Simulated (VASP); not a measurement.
The system is SiC.

```
CELL_PARAMETERS angstrom
3.07898 0.00000 0.00000
-1.53949 2.66648 0.00000
0.00000 0.00000 10.07959
ATOMIC_POSITIONS crystal
Si 0.66667 0.33333 0.93783
Si 0.33333 0.66667 0.43783
Si 0.00000 0.00000 0.68790
Si 0.00000 0.00000 0.18790
C 0.66667 0.33333 0.74981
C 0.33333 0.66667 0.24981
C 0.00000 0.00000 0.50046
C 0.00000 0.00000 0.00046
```

The cell is a database's computed one.

Program: VASP 6.6.1. Alike in all runs: potentials or basis VASP PAW PBE potentials, release 64 (Si, C); no spin polarisation; cell as given; k mesh 12 × 12 × 3; cutoff (eV) 520; smearing gaussian 0.03 eV. Hardware: 2 MPI ranks on Intel(R) Xeon(R) Platinum 8488C (Sapphire Rapids), with other jobs on the host.

Problem. Order these runs on this cell by their wall time, lowest first.
A. task band structure; level r2SCAN
B. task band structure; level PBE
C. task optical spectrum; level PBE

Solution. C (57 s), B (140 s), A (380 s).

Caveats: spectra need much finer meshes, so this one isn't converged (some runs); independent-particle spectra lack excitons (some runs).
